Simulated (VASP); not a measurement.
## VASP inputs for NaH (strained measured structure)

INCAR

```
SIGMA = 0.01
ISMEAR = 0
LASPH = .TRUE.
ISIF = 2
PREC = Accurate
NELM = 120
ENCUT = 520
EDIFF = 1E-7
NBANDS = 11
IBRION = -1
NSW = 0
LWAVE = .FALSE.
METAGGA = R2SCAN
LREAL = .FALSE.
LCHARG = .FALSE.
ALGO = Normal
```

KPOINTS

```
KPOINTS created by Atomic Simulation Environment
0
Gamma
10 10 10
0 0 0
```

KPOINTS_OPT

```
special points
8
Reciprocal
0.0000000000 0.0000000000 0.0000000000 1
0.5000000000 0.0000000000 0.5000000000 1
0.6250000000 0.2500000000 0.6250000000 1
0.3750000000 0.3750000000 0.7500000000 1
0.5000000000 0.5000000000 0.5000000000 1
0.5000000000 0.2500000000 0.7500000000 1
0.3072920000 -0.5000000000 -0.1927080000 1
0.0000000000 0.0000000000 0.5000000000 1
```

POSCAR

```
Na H
 1.0000000000000000
     0.0000000000000000    2.3975116422000000    2.2829105856999998
     2.3975116422000000    0.0000000000000000    2.2829105856999998
     2.3975116422000000    2.3975116422000000    0.0000000000000000
 Na  H
   1   1
Cartesian
  0.0000000000000000  0.0000000000000000  0.0000000000000000
  2.3975116421999996  2.3975116421999996  2.2829105856999994
```

VASP ran with the recommended PBE PAW datasets (8 valence electrons in the cell).

What does this run give?

gap between bands v and c 4.47 eV; least direct gap 5.37 eV; pressure 1.1 GPa.

Band v is the last that the valence electrons fill when counted band by band, and c is the next. Levels in eV from the top of v:

| point | v−1 | v | c | c+1 |
| --- | --- | --- | --- | --- |
| Γ | -22.79 | -3.79 | 12.04 | 16.81 |
| X | -22.83 | -0.30 | 5.11 | 11.15 |
| K | -22.84 | -0.09 | 6.47 | 7.11 |
| L | -22.80 | -0.90 | 4.47 | 12.15 |
| W | -22.84 | -0.02 | 6.54 | 7.18 |
